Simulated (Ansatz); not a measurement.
# B (P-1) in Ansatz: convergence with wavefunction cutoff

Aim: find how far wavefunction cutoff must go before the results for B settle, at r2SCAN. This setting moves, with any that are tied to it; all else stays.

Everything below comes from runs of Ansatz 0.2.0. Logs are shortened: lines on timing, memory, paths and dates and some standing lists are left out, and cuts for length are marked.

### 1 The cell of the first run

The typed cell holds 1 atom: a = 2.349 Å, b = 2.335 Å, c = 1.592 Å, α = 87.93°, β = 89.25°, γ = 90.49°.

The cell was built by a generator and needn't be a form met in nature.

The cell isn't the ideal one: cell strained at random at fixed volume.

### 2 With wavefunction cutoff 400 eV

input.yaml reads:

```yaml
crystal:
  lattice:
    - [2.349351, -0.010188, 0.015402]
    - [-0.010188, 2.334664, 0.042297]
    - [0.01041, 0.028589, 1.591984]
  atoms:
    - { symbol: B, position: [0.502692, 0.513009, 0.502879] }
hamiltonian:
  xc: r2scan
  pseudopotentials: { kind: paw, source: jth }
kpoints:
  mp_grid: { grid: [8, 8, 12] }
scf:
  occupations: { method: cold, width: 0.05 }
output:
  forces: true
  stress: true
  eigenvalues: true
basis:
  ecutwfc: "400 eV"
```

Potentials or basis: JTH PAW.

Run with:

```console
$ ansatz run input.yaml --threads 2 --pin off --max-ram 5632MiB --backend cpu --events-out ev --progress --plain --runs-dir out
```

Output:

```text
Warning: basis.ecutwfc = 400 eV is below the records' recommended 630 eV, and the density's cutoff is lower with it unless basis.ecutrho_ratio is high enough to keep the records' density cutoff: compare with a run at a higher cutoff
Warning: the checks of this B dataset prove no rule for summing its radial tables, as where they were carried onto another mesh than they were made on, and Gregory's rule is taken, under which a leading mesh point left out moves its sums only by what lay on the interval it spanned. That does not make them correct, and they differ from Quantum ESPRESSO's on this file; a re-export a fraction of a mesh step off can move them. hamiltonian.pseudopotentials.radial_quadrature: simpson_from_first_knot sums it by `pw.x`'s rule; on a PAW file no value gives `pw.x`'s numbers. What more to know: hamiltonian.pseudopotentials.radial_quadrature, in the input reference
Warning: RAYON_NUM_THREADS=2 ignored (pool sized by the plan → 2); use --threads N
Engine: ansatz 0.2.0, aarch64-unknown-linux-gnu
Pseudopotentials: kind: paw
Pseudopotential: B, paw, valence charge 3, recommended cutoff 630 eV (normal), B.paw.azcp
Functional definition: r2SCAN
  parameter k0 = 0.174
  parameter k1 = 0.065
  parameter a1 = 4.9479
  exchange = r2scan_x(k0 = k0, k1 = k1, a1 = a1)
  correlation = r2scan_c
Crystal: 1 atoms, lattice volume = 8.729 Å³
Basis set: ecut = 400 eV, 161 PW (Γ), exchange–correlation on 64×64×48 points (64 copies of the dense FFT grid, shifted against one another)
Bands: 6, of which v1, the nominal top of the filled ones, is band 2 counted from 1 (1 counted from 0)
Symmetry: 2 space group operations
Space group: P-1 (ITA 2), of the structure as read, at distance tolerance 2.1e-5 Å
k-points: 388 of 768
Non-local potential: B, projectors of the file, l = 0: 2, l = 1: 2
PAW form: soft (Blöchl's): semilocal exchange-correlation on the pseudo side does not see the compensation charge
PAW frozen core: B, regenerated for the run's functional (the file was generated under x = pbe(κ = 0.804, μ = 0.2195149727645171), c = pbe(β = 0.06672455060314922))
PAW one-centre angular grid: B, 302 points (default); XC on 160 Gauss nodes
Initial density: superposition of atomic densities (chi_scale 0.1, normalization cell)
Initial wavefunctions: pseudopotential atomic-orbital guess
Functional: x = r2scan, c = r2scan; τ floored in thin density (d = 2e-4 eV/Å³)
SCF iter   1: F=—  HF=-155.560544 eV  |F-HF|=—  |Δ(HF+E_count)|=         —  Δρ=1.03e-1  dr2=6.83e-1  dr2_τ=6.17e-2  ethr=3.10e-3  ⟨swp⟩=5.0  Hψ=19986  notcnv=0
preconditioner: auto → none  [insulator: Δε(μ)=0.042 eV  Ē_g=22.114 eV  σ=0.050 eV  W_gap=0.58  n_scr=0 (ndim 8)  ℏωp=21.8 eV  f_vac=0.000  D(μ)=0.23/eV (n_scr^D=0)  ε∞_Penn≈2.0]
SCF iter   2: F=—  HF=-155.455380 eV  |F-HF|=—  |Δ(HF+E_count)|=   1.05e-1  S|Δr|=    0.00e0  Δρ=4.36e-2  dr2=1.10e-1  dr2_τ=8.93e-4  ethr=3.10e-3  ⟨swp⟩=2.0  Hψ=6926  notcnv=0  defer=209
SCF iter   3: F=—  HF=-155.449902 eV  |F-HF|=—  |Δ(HF+E_count)|=   5.48e-3  S|Δr|=    0.00e0  Δρ=3.36e-3  dr2=4.36e-4  dr2_τ=2.71e-5  ethr=3.10e-3  ⟨swp⟩=2.9  Hψ=4162  notcnv=0  defer=209
SCF iter   4: F=—  HF=-155.450633 eV  |F-HF|=—  |Δ(HF+E_count)|=   7.31e-4  S|Δr|=    0.00e0  Δρ=3.67e-4  dr2=5.13e-6  dr2_τ=4.41e-7  ethr=1.45e-5  ⟨swp⟩=2.5  Hψ=2944  notcnv=0  defer=210
SCF iter   5: F=—  HF=-155.450640 eV  |F-HF|=—  |Δ(HF+E_count)|=   6.64e-6  S|Δr|=    0.00e0  Δρ=3.37e-5  dr2=3.30e-8  dr2_τ=1.54e-9  ethr=3.33e-9  ⟨swp⟩=6.1  Hψ=14767  notcnv=0
SCF iter   6: F=-155.450640 eV  HF=-155.450640 eV  |F-HF|=1.99e-10  |Δ(HF+E_count)|=   8.03e-8  S|Δr|=    0.00e0  Δρ=2.01e-6  dr2=1.49e-10  dr2_τ=9.33e-12  ethr=1.10e-9  ⟨swp⟩=2.2  Hψ=7368  notcnv=0
SCF 1 converged in 6 iterations: F = -155.450640 eV  dr2 = 1.49e-10
SCF converged after 6 iterations
Stability not checked: this state was not tested for a lower state beside it, because cold or Methfessel-Paxton smearing, or corrected tetrahedra, fill the levels in a way that the test cannot read (fill_not_monotonic; see scf.lower_state_search)
Free energy (F): -155.450640 eV
Harris-Foulkes:  -155.450640 eV  (|F-HF|=1.99e-10)
Internal energy: -155.450502 eV  (E = F + TS)
E sigma→0 (E₀):  -155.450594 eV
Entropy (-TS):   -0.000138 eV (-0.138 meV/atom)
Fermi energy:    7.717196 eV
Step filling:    the computed levels leave a gap of 0.0050 eV = 0.1 smearing widths at the electron count; against every level under it full and every level over it empty, smearing changes F+E_penalty+E_count by -0.059 meV and its σ→0 estimate by -0.013 meV
--- Per-component energies (eV) ---
  E_band       = 3.797675
  E_kinetic    = 44.017723
  E_local      = -18.507066  (includes V_loc(G=0)·N_el)
  E_nonlocal   = 9.254658
  E_hartree    = 4.730860
  E_xc         = -29.357354
  E_vxc        = -40.401717  (∫ρ·V_xc dr)
  E_paw        = -80.876278  (= ΣΔE_a)
  E_vpaw       = -2.012155  (= ΣTr[D̂ρ^β])
  E_aug_tail   = -0.000002  (compensation charges beyond the density's cutoff)
  E_vtau       = 1.984501  (kinetic-family band-sum trace: ∫τ·v_τ [+ j·A + Jᵃ·Aᵃ] dr)
  E_ewald      = -84.694607
  E_core_change = -0.018436  (= ΣΔE_core)
  E_smearing   = -0.000138  (= −TS)
  E_closure    = -0.000000  (closes the sum)
  Σ components = -155.450640   (vs F -155.450640, Δ=0.00e0)
--- Forces (eV/Å), atoms counted from 1 ---
  atom   1  B      0.00000000     0.00000000     0.00000000
  max |Σ_I F_I| component: 0.00e0 eV/Å
--- Stress (GPa, compression-positive) ---
        5.067450       0.424433      -0.291026
        0.424433       7.164373       1.348772
       -0.291027       1.348773     -14.317177
  P = ⅓ Tr σ = -0.6951 GPa (-6.951 kbar)
--- Band table (eV; the first three rows and the last of 388) ---
  k-point 0: bands = ["-7.1855", "12.6395", "12.8860", "22.6843", "24.3034", "35.2382"]
  k-point 1: bands = ["-6.8550", "13.0308", "13.2725", "23.1013", "23.7387", "33.9112"]
  k-point 2: bands = ["-5.8757", "14.1913", "14.4184", "21.6386", "24.4636", "31.9668"]
  k-point 387: bands = ["5.3283", "14.9441", "15.0790", "21.7980", "23.3417", "23.8043"]
```

It took 1.4 s on 2 threads of Arm Neoverse V2, shared host; peak memory 0.25 GiB.

Results:

- Free energy: -155.4506 eV
- Pressure: -0.7 GPa
- Band gap on the k mesh: none (metal or under the smearing width)

### 3 With wavefunction cutoff 500 eV

input.yaml: that of step 2 with these lines changed.

```diff
@@ -19,2 +19,2 @@
 basis:
-  ecutwfc: "400 eV"
+  ecutwfc: "500 eV"
```

Potentials or basis: JTH PAW.

Run with:

```console
$ ansatz run input.yaml --threads 2 --pin off --max-ram 5632MiB --backend cpu --events-out ev --progress --plain --runs-dir out
```

Wall time 1.7 s (2 threads of Arm Neoverse V2, shared host); peak memory 0.27 GiB.

Results:

* Free energy: -155.4571 eV
* Pressure: -0.9 GPa
* Band gap on the k mesh: none (metal or under the smearing width)

### 4 With wavefunction cutoff 600 eV

input.yaml: that of step 3 with these lines changed.

```diff
@@ -19,2 +19,2 @@
 basis:
-  ecutwfc: "500 eV"
+  ecutwfc: "600 eV"
```

Run with:

```console
$ ansatz run input.yaml --threads 2 --pin off --max-ram 5632MiB --backend cpu --events-out ev --progress --plain --runs-dir out
```

Wall time 2.2 s (2 threads of Arm Neoverse V2, shared host); peak memory 0.29 GiB.

Results:

| Quantity | Value |
| --- | --- |
| Free energy | -155.4608 eV |
| Pressure | -0.9 GPa |
| Band gap on the k mesh | none (metal or under the smearing width) |

### 5 With wavefunction cutoff 700 eV

input.yaml: that of step 4 with these lines changed.

```diff
@@ -19,2 +19,2 @@
 basis:
-  ecutwfc: "600 eV"
+  ecutwfc: "700 eV"
```

Run with:

```console
$ ansatz run input.yaml --threads 2 --pin off --max-ram 5632MiB --backend cpu --events-out ev --progress --plain --runs-dir out
```

It took 2.9 s on 2 threads of Arm Neoverse V2, shared host; peak memory 0.32 GiB.

What came out:

```yaml
Free_energy: -155.4618 eV
Pressure: -0.9 GPa
Band_gap_on_the_k_mesh: none (metal or under the smearing width)
```

### 6 With wavefunction cutoff 850 eV

input.yaml: that of step 5 with these lines changed.

```diff
@@ -19,2 +19,2 @@
 basis:
-  ecutwfc: "700 eV"
+  ecutwfc: "850 eV"
```

Potentials or basis: JTH PAW.

Run with:

```console
$ ansatz run input.yaml --threads 2 --pin off --max-ram 5632MiB --backend cpu --events-out ev --progress --plain --runs-dir out
```

It took 3.2 s on 2 threads of Arm Neoverse V2, shared host; peak memory 0.34 GiB.

The run converged. Its results:

```yaml
Free_energy: -155.4620 eV
Pressure: -1.0 GPa
Band_gap_on_the_k_mesh: none (metal or under the smearing width)
```

### 7 With wavefunction cutoff 1000 eV

input.yaml: that of step 6 with these lines changed.

```diff
@@ -19,2 +19,2 @@
 basis:
-  ecutwfc: "850 eV"
+  ecutwfc: "1000 eV"
```

Run with:

```console
$ ansatz run input.yaml --threads 2 --pin off --max-ram 5632MiB --backend cpu --events-out ev --progress --plain --runs-dir out
```

Run time: 4.6 s. Hardware: 2 threads of Arm Neoverse V2, shared host; peak memory 0.37 GiB.

It converged, with:

| Property | Result |
| --- | --- |
| Free energy | -155.4623 eV |
| Pressure | -1.0 GPa |
| Band gap on the k mesh | none (metal or under the smearing width) |

### 8 With wavefunction cutoff 1200 eV

input.yaml: that of step 7 with these lines changed.

```diff
@@ -19,2 +19,2 @@
 basis:
-  ecutwfc: "1000 eV"
+  ecutwfc: "1200 eV"
```

Run with:

```console
$ ansatz run input.yaml --threads 2 --pin off --max-ram 5632MiB --backend cpu --events-out ev --progress --plain --runs-dir out
```

Run time: 5.6 s. Hardware: 2 threads of Arm Neoverse V2, shared host; peak memory 0.42 GiB.

It converged, with:

| Property | Result |
| --- | --- |
| Free energy | -155.4625 eV |
| Pressure | -1.0 GPa |
| Band gap on the k mesh | none (metal or under the smearing width) |

### 9 With wavefunction cutoff 1400 eV

input.yaml: that of step 8 with these lines changed.

```diff
@@ -19,2 +19,2 @@
 basis:
-  ecutwfc: "1200 eV"
+  ecutwfc: "1400 eV"
```

Potentials or basis: JTH PAW.

Run with:

```console
$ ansatz run input.yaml --threads 2 --pin off --max-ram 5632MiB --backend cpu --events-out ev --progress --plain --runs-dir out
```

Wall time 6 s (2 threads of Arm Neoverse V2, shared host); peak memory 0.47 GiB.

The run converged. Its results:

- Free energy: -155.4625 eV
- Pressure: -1.0 GPa
- Band gap on the k mesh: none (metal or under the smearing width)

### 10 With wavefunction cutoff 1700 eV

input.yaml: that of step 9 with these lines changed.

```diff
@@ -19,2 +19,2 @@
 basis:
-  ecutwfc: "1400 eV"
+  ecutwfc: "1700 eV"
```

Run with:

```console
$ ansatz run input.yaml --threads 2 --pin off --max-ram 5632MiB --backend cpu --events-out ev --progress --plain --runs-dir out
```

Run time: 8 s. Hardware: 2 threads of Arm Neoverse V2, shared host; peak memory 0.54 GiB.

The run converged. Its results:

```
Free energy            : -155.4625 eV
Pressure               : -1.0 GPa
Band gap on the k mesh : none (metal or under the smearing width)
```

### 11 The series at a glance

```tsv
wavefunction cutoff	energy less the tightest run, at zero smearing (meV/atom)	pressure (GPa)	SCF cycles	CPU time (s)	peak memory (GiB)
400 eV	11.91	-0.70	6	2.6	0.25
500 eV	5.47	-0.90	6	3.3	0.27
600 eV	1.75	-0.94	6	4.2	0.29
700 eV	0.71	-0.95	6	5.6	0.32
850 eV	0.52	-0.95	6	6.2	0.34
1000 eV	0.30	-0.96	6	9	0.37
1200 eV	0.09	-0.96	6	11	0.42
1400 eV	0.03	-0.96	6	12	0.47
1700 eV	0.00	-0.96	6	16	0.54
```

Against the tightest run, the energy stays within 1 meV/atom from 700 eV on; the pressure stays within 0.1 GPa from 500 eV on. The tightest run that finished is the yardstick and may itself not be fully converged.
